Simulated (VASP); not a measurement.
Set up this calculation in VASP 6.6.1, as the native input.

| Property | Result |
| --- | --- |
| Task | relaxation of cell and atoms |
| Functional | LDA |
| Potentials or basis | VASP PAW LDA potentials, release 64 (As) |
| Cutoff | 600 eV |
| k mesh | 10 × 10 × 10 |
| Occupations | fermi-dirac, width 0.05 eV |
| Spin | no spin polarisation |
| Further INCAR settings | ALGO = Fast; EDIFF = 1e-06; IBRION = 2; EDIFFG = -0.01; NSW = 40; ISIF = 3 |

The structure of As lies in POSCAR:

```
As
1.0
    2.7036817444      0.0000000000      0.0000000000
    0.0000000000      2.7036817444      0.0000000000
    0.0000000000      0.0000000000      2.7036817444
As
1
Direct
    0.5000000000      0.5000000000      0.5000000000
```

This isn't the form of As at room conditions, which is rhombohedral.

One way to write it, as run:

INCAR

```
SYSTEM = As
PREC = Accurate
ENCUT = 600
EDIFF = 1E-6
ISMEAR = -1
SIGMA = 0.05
LREAL = .False.
LASPH = .True.
NELM = 60
ALGO = Fast
ISIF = 3
LWAVE = .False.
LCHARG = .False.
IBRION = 2
NSW = 40
EDIFFG = -0.01
```

KPOINTS

```
Automatic mesh
0
Gamma
  10 10 10
  0 0 0
```

Potentials or basis: VASP PAW LDA potentials, release 64 (As).

Run with:

```console
$ cat potpaw_LDA.64/As/POTCAR > POTCAR
$ mpirun -np 1 vasp_std > vasp.out
```

It gave:

The relaxed volume is 19.14 Å³/atom and the relaxed cell is a = 2.675 Å, b = 2.675 Å, c = 2.675 Å, α = 90.00°, β = 90.00°, γ = 90.00°. The space group after relaxing (to 0.05 Å) is Pm-3m (No. 221). The energy gained by relaxing is 5.8 meV/atom, the ionic steps are 3 and the pressure after relaxing is 0.0 GPa. The band gap on the k mesh is none (metal or under the smearing width).

Wall time 10 s on 1 thread of Intel(R) Xeon(R) Platinum 8259CL CPU @ 2.50GHz (Skylake/Cascade Lake), with other jobs on the host, peak memory 0.13 GiB.
